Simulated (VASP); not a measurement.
Crystal: CdTe.

```
Cd Te
1.0
     0.00000    3.20500    3.20500
     3.20500    0.00000    3.20500
     3.20500    3.20500    0.00000
Cd Te
1 1
Direct
  0.00000 0.00000 0.00000
  0.25000 0.25000 0.25000
```

```yaml
Program: VASP 6.6.1
Task: relaxation of cell and atoms
Functional: PBE
Potentials_or_basis: VASP PAW PBE potentials, release 64 (Cd, Te)
Cutoff: 600 eV
k_mesh: 8 × 8 × 8
Occupations: gaussian, width 0.03 eV
Spin: no spin polarisation
```

At the start: pressure 4.4 GPa; volume 32.92 Å³/atom.

Problem. How do energy, volume and symmetry change on relaxing?

Solution. Over 3 steps the energy falls by 42.0 meV/atom and the volume is 36.30 Å³/atom (+10.3 %); space group F-43m (No. 216, to 0.05 Å).

Step by step:
```tsv
step	energy change (eV)	largest force (eV/Å)	pressure (GPa)	volume (Å³)
1	0.0000	0.0000	4.35	65.84
2	-0.0777	0.0000	-0.93	74.74
3	-0.0840	0.0000	0.02	72.60
```

Final structure:
```cif
data_structure
_symmetry_space_group_name_H-M 'P 1'
_symmetry_Int_Tables_number 1
_cell_length_a 4.6827
_cell_length_b 4.6827
_cell_length_c 4.6827
_cell_angle_alpha 60.000
_cell_angle_beta 60.000
_cell_angle_gamma 60.000
_cell_volume 72.60
loop_
_atom_site_label
_atom_site_type_symbol
_atom_site_fract_x
_atom_site_fract_y
_atom_site_fract_z
_atom_site_occupancy
Cd1 Cd 0.00000 0.00000 0.00000 1
Te1 Te 0.25000 0.25000 0.25000 1
```

Caveat: the volume moved by +10 % from the deposited cell, more than functionals usually miss.
